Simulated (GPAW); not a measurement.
# MgB2 (P6/mmm) in GPAW: further runs

Aim: see how the results for MgB2 move with the level of theory and the settings. Levels: LDA, PBEsol. Tasks: single point, relaxation of cell and atoms.

All numbers are computed with GPAW 26.7.0; they aren't measurements. Logs are shortened: lines on timing, memory, paths and dates and some standing lists are left out, and cuts for length are marked. The log counts tension as positive stress, the text compression.

## 1. The crystal as given

The structure is hexagonal, space group P6/mmm (No. 191). Conventional cell: a = 3.085 Å, b = 3.085 Å, c = 3.523 Å, α = 90.00°, β = 90.00°, γ = 120.00°. Around Mg (site symmetry 6/mmm) lie 12 B at 2.51 Å. B (site symmetry -6m2) is surrounded by 3 B at 1.78 Å.

## 2. Single point, LDA

Input file run.py:

```python
from ase.dft.bandgap import bandgap
from ase.io import write
from ase.spacegroup import crystal
from ase.units import GPa
from gpaw import GPAW, PW

# Mg 1a
# B 2d
atoms = crystal(['Mg', 'B'],
                basis=[[0.0, 0.0, 0.0],
                       [0.6666666667, 0.3333333333, 0.5]],
                spacegroup=191, setting=1,  # P6/mmm
                cellpar=[3.085, 3.085, 3.523, 90.0, 90.0, 120.0],
                primitive_cell=True)

calc = GPAW(mode=PW(650),
            xc='LDA',
            kpts={'size': (8, 8, 6), 'gamma': True},
            occupations={'name': 'fermi-dirac', 'width': 0.05},
            setups={'Mg': '2'},
            nbands=-9,
            maxiter=120,
            txt='gpaw.txt')
atoms.calc = calc
energy = atoms.get_potential_energy()
forces = atoms.get_forces()
stress = atoms.get_stress()
calc.write('gs.gpw')
write('result.traj', atoms)
print(f'Energy: {energy:.6f} eV')
print('Forces (eV/A):')
print(forces.round(4))
print('Stress (GPa):', (stress / GPa).round(3))
print('Fermi level:', round(calc.get_fermi_level(), 4), 'eV')
print(f'Gap: {bandgap(calc)[0]:.4f} eV, direct: {bandgap(calc, direct=True)[0]:.4f} eV')
```

Potentials or basis: the program's PAW data sets (release 1.2.1) made for this functional, other valence, pw.

Started as:

```console
OMP_NUM_THREADS=1 python run.py
```

gpaw.txt:

```text
__  _  _
 | _ |_)|_||  |
 |__||  | ||/\| - 26.7.0

Input parameters:
  mode=PW(ecut=650.0),
  kpts=MonkhorstPack(size=(8, 8, 6), gamma=True),
  maxiter=120,
  nbands=-9,
  occupations=Occupations(name='fermi-dirac', width=0.05),
  setups={'Mg': '2'},
  xc=XC(name='LDA')

Diagonalizing LCAO Hamiltonian
Converting LCAO to pw mode

         B  B

       Mg

Atoms  # Å, Bohr magnetons
|   | symbol |         x |        y |        z |    initial magnetic moments |
|---|--------|-----------|----------|----------|-----------------------------|
| 0 |     Mg |  0.000000 | 0.000000 | 0.000000 | ( 0.0000,  0.0000,  0.0000) |
| 1 |      B |  1.542500 | 0.890563 | 1.761500 | ( 0.0000,  0.0000,  0.0000) |
| 2 |      B | -0.000000 | 1.781126 | 1.761500 | ( 0.0000,  0.0000,  0.0000) |

Unit cell  # Å
| periodic |         x |        y |        z |  lengths |     angles |
|----------|-----------|----------|----------|----------|------------|
|      yes |  3.085000 | 0.000000 | 0.000000 | 3.085000 |  90.000000 |
|      yes | -1.542500 | 2.671688 | 0.000000 | 3.085000 |  90.000000 |
|      yes |  0.000000 | 0.000000 | 3.523000 | 3.523000 | 120.000000 |

Number of symmetries: 24
Symmetry operations  # r_c * U_cc + t_c -> r_c
|    | kind |            matrix            |
|----|------|------------------------------|
|  0 |  σ   |  1, 1, 0,  0,-1, 0,  0, 0, 1 |
|  1 |  C2  |  1, 1, 0,  0,-1, 0,  0, 0,-1 |
|  2 |  C6  |  1, 1, 0, -1, 0, 0,  0, 0, 1 |
|  3 |  S6  |  1, 1, 0, -1, 0, 0,  0, 0,-1 |
|  4 |  E   |  1, 0, 0,  0, 1, 0,  0, 0, 1 |
|  5 |  σ   |  1, 0, 0,  0, 1, 0,  0, 0,-1 |
|  6 |  σ   |  1, 0, 0, -1,-1, 0,  0, 0, 1 |
|  7 |  C2  |  1, 0, 0, -1,-1, 0,  0, 0,-1 |
|  8 |  σ   |  0, 1, 0,  1, 0, 0,  0, 0, 1 |
|  9 |  C2  |  0, 1, 0,  1, 0, 0,  0, 0,-1 |
| 10 |  C3  |  0, 1, 0, -1,-1, 0,  0, 0, 1 |
| 11 |  S3  |  0, 1, 0, -1,-1, 0,  0, 0,-1 |
| 12 |  C6  |  0,-1, 0,  1, 1, 0,  0, 0, 1 |
| 13 |  S6  |  0,-1, 0,  1, 1, 0,  0, 0,-1 |
| 14 |  σ   |  0,-1, 0, -1, 0, 0,  0, 0, 1 |
| 15 |  C2  |  0,-1, 0, -1, 0, 0,  0, 0,-1 |
| 16 |  σ   | -1, 0, 0,  1, 1, 0,  0, 0, 1 |
| 17 |  C2  | -1, 0, 0,  1, 1, 0,  0, 0,-1 |
| 18 |  C2  | -1, 0, 0,  0,-1, 0,  0, 0, 1 |
| 19 |  i   | -1, 0, 0,  0,-1, 0,  0, 0,-1 |
| 20 |  C3  | -1,-1, 0,  1, 0, 0,  0, 0, 1 |
| 21 |  S3  | -1,-1, 0,  1, 0, 0,  0, 0,-1 |
| 22 |  σ   | -1,-1, 0,  0, 1, 0,  0, 0, 1 |
| 23 |  C2  | -1,-1, 0,  0, 1, 0,  0, 0,-1 |

BZ-sampling:
  Number of BZ points: 384
  Number of IBZ points: 40

  Monkhorst-Pack size: [8, 8, 6]
  Monkhorst-Pack shift: [0.0625, 0.0625, 0.08333333333333333]

K-points  # in reciprocal-cell coordinates
|     |                                coordinates |     weight |
|-----|--------------------------------------------|------------|
|   0 | (  0.00000000,   0.00000000,   0.00000000) | 0.00260417 |
|   1 | (  0.00000000,   0.00000000,   0.16666667) | 0.00520833 |
|   2 | (  0.00000000,   0.00000000,   0.33333333) | 0.00520833 |
|   3 | (  0.00000000,   0.00000000,   0.50000000) | 0.00260417 |
|   4 | (  0.12500000,   0.00000000,   0.00000000) | 0.01562500 |
|   5 | (  0.12500000,   0.00000000,   0.16666667) | 0.03125000 |
|   6 | (  0.12500000,   0.00000000,   0.33333333) | 0.03125000 |
|   7 | (  0.12500000,   0.00000000,   0.50000000) | 0.01562500 |
|   8 | (  0.25000000,  -0.12500000,   0.00000000) | 0.01562500 |
|   9 | (  0.25000000,  -0.12500000,   0.16666667) | 0.03125000 |
| ... |                                            |            |
|  39 | (  0.50000000,   0.50000000,   0.50000000) | 0.00781250 |

Plane wave coefficients: 1107
Cutoff: 650.0 eV

Spin-components: 1 (collinear spins)
Bands:           13
Projectors:      13
Spin-degeneracy: 2
Datatype:        complex128

Parallelization:
  kpt:    1
  domain: 1
  band:   1

Density:
  Valence electrons: 8.0
  Components: 1
  Grid points: [20 20 21]
  Charge: 0.0  # |e|

Potential:
  Grid points: [20 20 21]

species:
  Mg:
    name:    Magnesium
    Z:       12.0
    valence: 2
    core:    10
    charge:  0.0  # [|e|]
    compensation charges:
      type: gauss
      rc: 0.32  # [Å]
      lmax: 2
    cutoffs:
      filter: 1.86  # [Å]
      core: 2.86  # [Å]
    projectors
    | kind |    occ | energy [eV] | rcut [Å] |
    |------|--------|-------------|----------|
    |   3s |  2.000 |      -4.782 |    1.005 |
    |   3p |  0.000 |      -1.374 |    1.058 |
    |    s |        |      22.430 |    1.005 |

    Using partial waves for Mg as LCAO basis

  B:
    name:    Boron
    Z:       5.0
    valence: 3
    core:    2
    charge:  0.0  # [|e|]
    compensation charges:
      type: gauss
      rc: 0.20  # [Å]
      lmax: 2
    cutoffs:
      filter: 1.14  # [Å]
      core: 1.42  # [Å]
    projectors
    | kind |    occ | energy [eV] | rcut [Å] |
    |------|--------|-------------|----------|
    |   2s |  2.000 |      -9.383 |    0.635 |
    |   2p |  1.000 |      -3.714 |    0.635 |
    |    s |        |      17.828 |    0.635 |
    |    p |        |      23.498 |    0.635 |
    |    d |        |       0.000 |    0.635 |

    Using partial waves for B as LCAO basis

Reference energy: -6752.458584  # eV

eigensolver:
  PPCG
  Converge bands: occupied
  niter=2

density mixing:
  MSR1-Mixer
  Pratt-step length: 0.05
  Maximum mixing coefficient: 0.75
  Old densities: 10
  SVD Regularization: 0.005
  Good broyden scale: 1.0
  Trust region scale: 1.0
  Backstep threshold: 4.0
  History deletion threshold: 6.0
  Fourier metric: weight=20.0, sigma=0.015

occupation numbers:
  Fermi-Dirac:
    width: 0.0500  # eV

poisson solver:
  ecut: 5200.0  # eV

xc functional:
  name: None

convergence criteria:
- Maximum [total energy] change in last 3 cyles: 0.0005 eV / valence electron
- Maximum integral of absolute [dens]ity change: 0.0001 electrons / valence electron
- Maximum integral of absolute [eigenst]ate change: 4e-08 eV^2 / valence electron
maximum number of iterations: 120

SCF iterations
|iter     | |      energy | eigst |  dens |
|---------|-|-------------|-------|-------|
|iter:   1| |  -18.691404 | -0.14 |       |
|iter:   2| |  -18.382761 | -2.27 | -0.62 |
|iter:   3| |  -16.998081 | -1.36 | -0.66 |
|iter:   4| |  -16.993603 | -3.60 | -1.48 |
|iter:   5| |  -16.993468 | -4.06 | -1.81 |
|iter:   6| |  -16.993344c| -5.05 | -2.55 |
|iter:   7| |  -16.993327c| -6.04 | -3.00 |
|iter:   8| |  -16.993326c| -7.81c| -3.78 |
|iter:   9| |  -16.993326c| -8.51c| -4.73c|

Converged in 9 steps
Energy contributions relative to reference atoms: (reference = -6752.458584)

Energy contributions:
  Kinetic:          12.399699
  Coulomb:          -8.194495
  Zero:              0.044501
  External:          0.000000
  Xc:              -21.238022
  Entropy:          -0.010020
  Spinorbit:         0.000000
  ----------------------------
  Free energy:     -16.998336
  Extrapolated:    -16.993326

dipole moment: (-2.238388, -3.877002, -5.112377)  # |e|*Ang

Fermi level: 7.057
Eigenvalues  # (at kpt = [0.000, 0.000, 0.000])
| band index |      eig [eV] | occ [0-2] |
|------------|---------------|-----------|
|          0 |        -5.276 |     2.000 |
|          1 |         4.076 |     2.000 |
|          2 |         7.420 |     0.001 |
|          3 |         7.420 |     0.001 |
|          4 |         8.745 |     0.000 |
|          5 |        13.284 |     0.000 |
|          6 |        13.284 |     0.000 |
|          7 |        15.242 |     0.000 |
|          8 |        16.840 |     0.000 |
|          9 |        19.823 |     0.000 |
|        ... |               |           |
|         12 |        25.248 |     0.000 |

No gap
No difference between direct/indirect transitions

Forces  # eV/Ang
|        x |        y |       z |
|----------|----------|---------|
|  0.00000 |  0.00000 | 0.00000 |  # Mg   0
|  0.00000 |  0.00000 | 0.00000 |  # B    1
| -0.00000 | -0.00000 | 0.00000 |  # B    2

Stress tensor  # eV/Ang^3
|         x |         y |        z |
|-----------|-----------|----------|
|  0.039583 | -0.000000 | 0.000000 |
| -0.000000 |  0.039583 | 0.000000 |
|  0.000000 |  0.000000 | 0.036920 |

# Writing to gs.gpw (mode='')
```

Wall time 10 s (1 thread of AMD EPYC 7R43 (Zen 3), shared host); peak memory 0.14 GiB.

Results:

| Item | Value |
| --- | --- |
| Free energy | -16.9983 eV |
| Pressure | -6.2 GPa |
| Band gap on the k mesh | none (metal or under the smearing width) |

Stress tensor (GPa, compression positive):
```
-6.34  0.00  0.00
 0.00 -6.34  0.00
 0.00  0.00 -5.92
```

Caveat: the cutoff is short for stress and forces, so pressures can be off by a GPa or more.

## 3. Relaxation of cell and atoms, PBEsol

Input file run.py:

```python
from ase import Atoms
from ase.filters import FrechetCellFilter
from ase.io import write
from ase.optimize import BFGS
from gpaw import GPAW, PW, setup_paths

setup_paths.insert(0, '.')

atoms = Atoms(['Mg', 'B', 'B'],
              cell=[[3.085, 0.0, 0.0],
                    [-1.5425, 2.6716883707, 0.0],
                    [0.0, 0.0, 3.523]],
              scaled_positions=[[0.0, 0.0, 0.0],
                                [0.6666666667, 0.3333333333, 0.5],
                                [0.3333333333, 0.6666666667, 0.5]],
              pbc=True)

calc = GPAW(mode=PW(800),
            xc='PBEsol',
            kpts={'size': (7, 7, 6), 'gamma': True},
            occupations={'name': 'fermi-dirac', 'width': 0.05},
            nbands=17,
            convergence={'density': 1e-05, 'forces': 0.0001},
            maxiter=150,
            txt='gpaw.txt')
atoms.calc = calc
opt = BFGS(FrechetCellFilter(atoms), trajectory='relax.traj', logfile='-')
done = opt.run(fmax=0.02, steps=60)
calc.write('gs.gpw')
write('result.traj', atoms)
print('Converged:', done)
print('Cell:', atoms.cell.cellpar().round(4))
print('Volume:', round(atoms.get_volume(), 4))
print(atoms.get_scaled_positions().round(5))
```

Potentials or basis: PAW data sets generated in the run's folder for this functional, pw.

Started as:

```console
gpaw-setup -f PBEsol B Mg
OMP_NUM_THREADS=1 python run.py
```

It took 69 s on 1 thread of Intel Xeon Platinum 8175M at 2.50GHz (Skylake/Cascade Lake), shared host; peak memory 0.17 GiB.

Results (log left out):

- Free energy: -16.4378 eV
- Relaxed volume: 9.48 Å³/atom
- Relaxed cell: a = 3.059 Å, b = 3.059 Å, c = 3.510 Å, α = 90.00°, β = 90.00°, γ = 120.00°
- Space group after relaxing (to 0.05 Å): P6/mmm (No. 191)
- Energy gained by relaxing: 2.1 meV/atom
- Ionic steps: 3
- Pressure after relaxing: 0.0 GPa
- Band gap on the k mesh: none (metal or under the smearing width)

Stress tensor (GPa, compression positive):
```
 0.10  0.00  0.00
 0.00  0.10  0.00
 0.00  0.00 -0.08
```

Step by step:
```csv
step,energy change (eV),largest force (eV/Å),pressure (GPa),volume (Å³)
1,0.0000,0.0000,-3.27,29.04
2,-0.0016,0.0000,-2.83,28.96
3,-0.0062,0.0000,0.04,28.44
```

Final structure:
```
Mg B
1.0
     3.05892    0.00000    0.00000
    -1.52946    2.64910    0.00000
     0.00000    0.00000    3.51015
Mg B
1 2
Direct
  0.00000 0.00000 0.00000
  0.66667 0.33333 0.50000
  0.33333 0.66667 0.50000
```

Levels at points of the mesh, in eV from the Fermi level:
```csv
k point,band 5,band 6,band 7,band 8,band 9,band 10,band 11,band 12
"(0.00, 0.00, 0.00)",-12.39,-2.88,0.53,0.53,1.75,6.54,6.54,8.55
"(0.00, 0.00, 0.50)",-11.09,-7.39,0.91,0.91,6.86,6.86,8.27,10.14
```

Caveat: later steps reuse the first step's grids.

## 4. Relaxation of cell and atoms, PBEsol, target pressure 2 GPa, at which the enthalpy is minimised

Changes to run.py since step 3:

```diff
@@ -4,2 +4,3 @@
 from ase.optimize import BFGS
+from ase.units import GPa
 from gpaw import GPAW, PW, setup_paths
@@ -26,3 +27,3 @@
 atoms.calc = calc
-opt = BFGS(FrechetCellFilter(atoms), trajectory='relax.traj', logfile='-')
+opt = BFGS(FrechetCellFilter(atoms, scalar_pressure=2 * GPa), trajectory='relax.traj', logfile='-')
 done = opt.run(fmax=0.02, steps=60)
```

Potentials or basis: PAW data sets generated in the run's folder for this functional, pw.

Started as:

```console
gpaw-setup -f PBEsol B Mg
OMP_NUM_THREADS=1 python run.py
```

gpaw.txt:

```text
__  _  _
 | _ |_)|_||  |
 |__||  | ||/\| - 26.7.0

Input parameters:
  mode=PW(ecut=800.0),
  convergence={'density': 1e-05, 'forces': 0.0001},
  kpts=MonkhorstPack(size=(7, 7, 6), gamma=True),
  maxiter=150,
  nbands=17,
  occupations=Occupations(name='fermi-dirac', width=0.05),
  xc=XC(name='PBEsol')

Diagonalizing LCAO Hamiltonian
Converting LCAO to pw mode

         B  B

       Mg

Atoms  # Å, Bohr magnetons
|   | symbol |         x |        y |        z |    initial magnetic moments |
|---|--------|-----------|----------|----------|-----------------------------|
| 0 |     Mg |  0.000000 | 0.000000 | 0.000000 | ( 0.0000,  0.0000,  0.0000) |
| 1 |      B |  1.542500 | 0.890563 | 1.761500 | ( 0.0000,  0.0000,  0.0000) |
| 2 |      B | -0.000000 | 1.781126 | 1.761500 | ( 0.0000,  0.0000,  0.0000) |

Unit cell  # Å
| periodic |         x |        y |        z |  lengths |     angles |
|----------|-----------|----------|----------|----------|------------|
|      yes |  3.085000 | 0.000000 | 0.000000 | 3.085000 |  90.000000 |
|      yes | -1.542500 | 2.671688 | 0.000000 | 3.085000 |  90.000000 |
|      yes |  0.000000 | 0.000000 | 3.523000 | 3.523000 | 120.000000 |

Number of symmetries: 24
Symmetry operations  # r_c * U_cc + t_c -> r_c
|    | kind |            matrix            |
|----|------|------------------------------|
|  0 |  σ   |  1, 1, 0,  0,-1, 0,  0, 0, 1 |
|  1 |  C2  |  1, 1, 0,  0,-1, 0,  0, 0,-1 |
|  2 |  C6  |  1, 1, 0, -1, 0, 0,  0, 0, 1 |
|  3 |  S6  |  1, 1, 0, -1, 0, 0,  0, 0,-1 |
|  4 |  E   |  1, 0, 0,  0, 1, 0,  0, 0, 1 |
|  5 |  σ   |  1, 0, 0,  0, 1, 0,  0, 0,-1 |
|  6 |  σ   |  1, 0, 0, -1,-1, 0,  0, 0, 1 |
|  7 |  C2  |  1, 0, 0, -1,-1, 0,  0, 0,-1 |
|  8 |  σ   |  0, 1, 0,  1, 0, 0,  0, 0, 1 |
[... 200 lines left out ...]
No gap
No difference between direct/indirect transitions

Stress tensor  # eV/Ang^3
|        x |        y |        z |
|----------|----------|----------|
| 0.025196 | 0.000000 | 0.000000 |
| 0.000000 | 0.025196 | 0.000000 |
| 0.000000 | 0.000000 | 0.010770 |

Forces  # eV/Ang
|        x |       y |       z |
|----------|---------|---------|
|  0.00000 | 0.00000 | 0.00000 |  # Mg   0
| -0.00000 | 0.00000 | 0.00000 |  # B    1
|  0.00000 | 0.00000 | 0.00000 |  # B    2

Interpolating wave functions to new cell

         B  B

       Mg

Atoms  # Å, Bohr magnetons
|   | symbol |         x |        y |        z |    initial magnetic moments |
|---|--------|-----------|----------|----------|-----------------------------|
| 0 |     Mg |  0.000000 | 0.000000 | 0.000000 | ( 0.0000,  0.0000,  0.0000) |
| 1 |      B |  1.539824 | 0.889018 | 1.759613 | ( 0.0000,  0.0000,  0.0000) |
| 2 |      B | -0.000000 | 1.778035 | 1.759613 | ( 0.0000,  0.0000,  0.0000) |

Unit cell  # Å
| periodic |         x |         y |        z |  lengths |     angles |
|----------|-----------|-----------|----------|----------|------------|
|      yes |  3.079647 | -0.000000 | 0.000000 | 3.079647 |  90.000000 |
|      yes | -1.539824 |  2.667053 | 0.000000 | 3.079647 |  90.000000 |
|      yes |  0.000000 |  0.000000 | 3.519226 | 3.519226 | 120.000000 |

Number of symmetries: 24
Symmetry operations  # r_c * U_cc + t_c -> r_c
|    | kind |            matrix            |
|----|------|------------------------------|
|  0 |  σ   |  1, 1, 0,  0,-1, 0,  0, 0, 1 |
|  1 |  C2  |  1, 1, 0,  0,-1, 0,  0, 0,-1 |
|  2 |  C6  |  1, 1, 0, -1, 0, 0,  0, 0, 1 |
|  3 |  S6  |  1, 1, 0, -1, 0, 0,  0, 0,-1 |
|  4 |  E   |  1, 0, 0,  0, 1, 0,  0, 0, 1 |
|  5 |  σ   |  1, 0, 0,  0, 1, 0,  0, 0,-1 |
|  6 |  σ   |  1, 0, 0, -1,-1, 0,  0, 0, 1 |
|  7 |  C2  |  1, 0, 0, -1,-1, 0,  0, 0,-1 |
|  8 |  σ   |  0, 1, 0,  1, 0, 0,  0, 0, 1 |
[... 197 lines left out ...]
No gap
No difference between direct/indirect transitions

Stress tensor  # eV/Ang^3
|         x |         y |        z |
|-----------|-----------|----------|
|  0.020013 | -0.000000 | 0.000000 |
| -0.000000 |  0.020013 | 0.000000 |
|  0.000000 |  0.000000 | 0.008205 |

Forces  # eV/Ang
|        x |        y |       z |
|----------|----------|---------|
| -0.00000 |  0.00000 | 0.00000 |  # Mg   0
| -0.00000 |  0.00000 | 0.00000 |  # B    1
|  0.00000 | -0.00000 | 0.00000 |  # B    2
[... 728 lines left out ...]
Stress tensor  # eV/Ang^3
|         x |         y |         z |
|-----------|-----------|-----------|
| -0.012534 |  0.000000 |  0.000000 |
|  0.000000 | -0.012534 |  0.000000 |
|  0.000000 |  0.000000 | -0.009199 |

Forces  # eV/Ang
|        x |        y |        z |
|----------|----------|----------|
|  0.00000 | -0.00000 |  0.00000 |  # Mg   0
|  0.00000 |  0.00000 |  0.00000 |  # B    1
| -0.00000 |  0.00000 | -0.00000 |  # B    2

Interpolating wave functions to new cell
[... 232 lines left out ...]
Stress tensor  # eV/Ang^3
|         x |         y |         z |
|-----------|-----------|-----------|
| -0.011647 |  0.000000 |  0.000000 |
|  0.000000 | -0.011647 |  0.000000 |
|  0.000000 |  0.000000 | -0.010557 |

Forces  # eV/Ang
|       x |       y |       z |
|---------|---------|---------|
| 0.00000 | 0.00000 | 0.00000 |  # Mg   0
| 0.00000 | 0.00000 | 0.00000 |  # B    1
| 0.00000 | 0.00000 | 0.00000 |  # B    2

# Writing to gs.gpw (mode='')
```

stdout:

```text
Step          Energy          fmax
BFGS:    0      -16.069399        0.364700
BFGS:    1      -16.073445        0.313107
BFGS:    2      -16.084373        0.032352
BFGS:    3      -16.084424        0.034247
BFGS:    4      -16.084492        0.030785
BFGS:    5      -16.084545        0.018047
Converged: True
Cell: [  3.0496   3.0496   3.4905  90.      90.     120.    ]
Volume: 28.1135
[[0.      0.      0.     ]
 [0.66667 0.33333 0.5    ]
 [0.33333 0.66667 0.5    ]]
```

Run time: 1.8 min. Hardware: 1 thread of Intel Xeon Platinum 8175M at 2.50GHz (Skylake/Cascade Lake), shared host; peak memory 0.24 GiB.

What came out:

```yaml
Free_energy: -16.4355 eV
Relaxed_volume: 9.37 Å³/atom
Relaxed_cell: a = 3.050 Å, b = 3.050 Å, c = 3.491 Å, α = 90.00°, β = 90.00°, γ = 120.00°
Space_group_after_relaxing_to_0.05_Å: P6/mmm (No. 191)
Energy_change_on_relaxing_the_enthalpy_is_what_falls: -1.3 meV/atom
Ionic_steps: 6
Pressure_after_relaxing: 1.8 GPa
Band_gap_on_the_k_mesh: none (metal or under the smearing width)
```

Step by step:
| step | energy change (eV) | largest force (eV/Å) | pressure (GPa) | volume (Å³) |
| --- | --- | --- | --- | --- |
| 1 | 0.0000 | 0.0000 | -3.27 | 29.04 |
| 2 | -0.0024 | 0.0000 | -2.58 | 28.91 |
| 3 | -0.0035 | 0.0000 | 2.06 | 28.09 |
| 4 | -0.0038 | 0.0000 | 1.93 | 28.11 |
| 5 | -0.0039 | 0.0000 | 1.83 | 28.12 |
| 6 | -0.0039 | 0.0000 | 1.81 | 28.11 |

Final structure:
```
Mg B
1.0
     3.04962    0.00000    0.00000
    -1.52481    2.64105    0.00000
     0.00000    0.00000    3.49054
Mg B
1 2
Cartesian
  0.0000 0.0000 0.0000
  1.5248 0.8803 1.7453
  0.0000 1.7607 1.7453
```

Levels at points of the mesh, in eV from the Fermi level:
```csv
k point,band 4,band 5,band 6,band 7,band 8,band 9,band 10,band 11,band 12,band 13
"(0.00, 0.00, 0.00)",-41.63,-12.45,-2.88,0.53,0.53,1.83,6.57,6.57,8.64,10.38
"(0.00, 0.00, 0.50)",-41.64,-11.13,-7.44,0.92,0.92,6.88,6.88,8.31,10.31,10.55
```

Caveat: later steps reuse the first step's grids.

(Part 1 of 2 ends here.)
